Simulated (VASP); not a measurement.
Here is a VASP 6.6.1 calculation.

The input POSCAR:

```
CaSe
1.0
    0.0000000000      2.9675306017      2.9675306017
    2.9675306017      0.0000000000      2.9675306017
    2.9675306017      2.9675306017      0.0000000000
Ca Se
1 1
Direct
    0.0000000000      0.0000000000      0.0000000000
    0.5000000000      0.5000000000      0.5000000000
```

The input INCAR.step1:

```
SYSTEM = CaSe
PREC     = Accurate       ! precision mode
ENCUT    = 520            ! plane-wave cutoff, eV
ISMEAR   = 0              ! smearing method
SIGMA    = 0.01           ! smearing width, eV
LREAL    = .FALSE.        ! projectors in reciprocal space
LASPH    = .TRUE.         ! aspherical terms in the spheres
NELM     = 80             ! most SCF steps
NBANDS   = 15             ! bands
GGA      = PE             ! functional
ALGO     = Normal         ! electronic algorithm
EDIFF    = 1E-4           ! SCF threshold, eV
LWAVE    = .TRUE.         ! write WAVECAR
LCHARG   = .FALSE.        ! write CHGCAR
```

INCAR.step2

```
SYSTEM = CaSe
PREC     = Accurate       ! precision mode
ENCUT    = 520            ! plane-wave cutoff, eV
EDIFF    = 1E-6           ! SCF threshold, eV
ISMEAR   = 0              ! smearing method
SIGMA    = 0.01           ! smearing width, eV
LREAL    = .FALSE.        ! projectors in reciprocal space
LASPH    = .TRUE.         ! aspherical terms in the spheres
NELM     = 80             ! most SCF steps
ALGO     = Normal         ! electronic algorithm
ISIF     = 2              ! what is computed and relaxed
LWAVE    = .FALSE.        ! write WAVECAR
LCHARG   = .FALSE.        ! write CHGCAR
METAGGA  = R2SCAN         ! meta-GGA
LMIXTAU  = .TRUE.       
NBANDS   = 15             ! bands
ISTART   = 1
```

File KPOINTS:

```
regular mesh
0
G
  6 6 6
  0 0 0
```

Potentials or basis: VASP PAW PBE potentials, release 64 (Ca_sv, Se).

Run with:

```sh
$ cat potpaw_PBE.64/Ca_sv/POTCAR potpaw_PBE.64/Se/POTCAR > POTCAR
$ cp INCAR.step1 INCAR
$ mpirun -np 1 vasp_std > vasp.out
$ cp INCAR.step2 INCAR
$ mpirun -np 1 vasp_std > vasp.out
```

Question: Predict the band gap on the k mesh.

Answer: 2.52 eV, indirect (least direct gap 3.46 eV).

Question: Predict the pressure.

Answer: 0.2 GPa.

Caveat: the PAW data sets were made with another functional, which shifts forces and pressure a little.

**The experiment to reproduce.**

From a printed reference work, monograph, original work of 1988, for a bulk crystal of CaSe at 2 K: band gap 3.85 eV (indirect).

Against the measured gap of CaSe, 3.85 eV (indirect; 2 K; a printed reference work, monograph, original work of 1988), the calculated 2.52 eV is off by -1.33 eV. Spin-orbit coupling on Se is left out. The value is that of r2SCAN on a finite k mesh, which can miss the band edges, without temperature or zero-point motion.
